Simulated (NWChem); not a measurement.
ZnS in NWChem: convergence with smearing width

Crystal: ZnS.

```
CELL_PARAMETERS angstrom
0.00000 2.70200 2.70200
2.70200 0.00000 2.70200
2.70200 2.70200 0.00000
ATOMIC_POSITIONS crystal
Zn 0.73972 0.74373 0.74780
S 0.99096 0.01185 0.98815
```

The cell isn't the ideal one: atoms moved at random.

```yaml
Program: NWChem 7.3.0
Task: convergence study
Functional: PBE
Potentials_or_basis: NWChem's TM library (Troullier-Martins)
Cutoff: 1361 eV
Density_cutoff: 2721 eV
k_mesh: 2 × 2 × 2
Occupations: fermi-dirac, width 0.5 eV
Spin: no spin polarisation
```

These are the settings of the first run; the series varies smearing width, with any setting tied to it.

Hardware: 1 thread of Intel(R) Xeon(R) 6975P-C (Granite Rapids) (shared host).

**Question.** The values tried are 1 eV, 0.5 eV, 0.27 eV, 0.2 eV, 0.1 eV, 0.05 eV, 0.025 eV, 0.01 eV, loosest first. From which on does the gap on the mesh stay within 0.01 eV of the tightest run that finished?

**Answer.** From 0.27 eV on.

| smearing width | energy less the tightest run, at zero smearing (meV/atom) | pressure (GPa) | largest force (eV/Å) | gap on the mesh (eV) | SCF cycles | CPU time (s) | peak memory (GiB) |
| --- | --- | --- | --- | --- | --- | --- | --- |
| 1 eV | not converged | - | - | - | - | - | - |
| 0.5 eV | 38.80 | 9.89 | 0.401 | 1.785 | 44 | 140 | 0.24 |
| 0.27 eV | 5.70 | 8.87 | 0.410 | 1.747 | 20 | 98 | 0.24 |
| 0.2 eV | 1.78 | 8.67 | 0.410 | 1.741 | 20 | 100 | 0.24 |
| 0.1 eV | 0.02 | 8.58 | 0.409 | 1.739 | 20 | 93 | 0.23 |
| 0.05 eV | 0.00 | 8.58 | 0.409 | 1.739 | 20 | 91 | 0.24 |
| 0.025 eV | 0.00 | 8.58 | 0.409 | 1.739 | 20 | 91 | 0.24 |
| 0.01 eV | 0.00 | 8.58 | 0.409 | 1.739 | 20 | 92 | 0.24 |

Against the tightest run, the energy stays within 1 meV/atom from 0.1 eV on; the pressure stays within 0.1 GPa from 0.2 eV on; the largest force stays within 0.005 eV/Å from 0.27 eV on. The tightest run that finished is the yardstick and may itself not be fully converged.

Caveat, for the tightest run too: the k mesh is coarse (spacing up to 1.01 Å⁻¹), so the values aren't converged; potentials of this library can shift pressures by several GPa and gaps by up to half an eV, enough to turn an indirect gap into a direct one.
